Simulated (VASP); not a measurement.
# TaN: equation of state with r2SCAN

TaN:

```xyz
2
Lattice="2.9380 0.0000 0.0000 -1.4690 2.5444 0.0000 0.0000 0.0000 2.8830" Properties=species:S:1:pos:R:3 pbc="T T T"
Ta    0.0000    0.0000    1.4415
N     1.4690    0.8481    0.0000
```

```json
{
  "Program": "VASP 6.6.1",
  "Task": "equation of state",
  "Functional": "r2SCAN",
  "Potentials or basis": "VASP PAW PBE potentials, release 64 (Ta_pv, N)",
  "Cutoff": "520 eV",
  "k mesh": "10 × 10 × 9",
  "Occupations": "fermi-dirac, width 0.05 eV",
  "Spin": "no spin polarisation",
  "Further INCAR settings": "ALGO = Normal; EDIFF = 1e-06; NBANDS = 15"
}
```

| Item | Value |
| --- | --- |
| Equilibrium volume | 10.82 Å³/atom |
| Bulk modulus at fixed shape and positions | 360 GPa |
| Pressure derivative of the bulk modulus | 4.3 |

Energy against volume, from the lowest point:
| volume (Å³/atom) | energy (meV/atom) |
| --- | --- |
| 10.129 | 55.75 |
| 10.345 | 25.37 |
| 10.560 | 7.19 |
| 10.776 | 0.00 |
| 10.991 | 2.68 |
| 11.207 | 14.25 |
| 11.422 | 33.80 |

All runs of the series together: 7.2 min on 1 thread of AMD EPYC 9R45 96-Core Processor (Zen 5), on a shared host.

Caveat: the cell was scaled at fixed shape and fractional positions, which overstates the stiffness of a crystal with free parameters, most of all of layers and chains; the PAW data sets were made with another functional, which shifts forces and pressure a little. The run has no spin-orbit coupling, so splittings on Ta are missing.
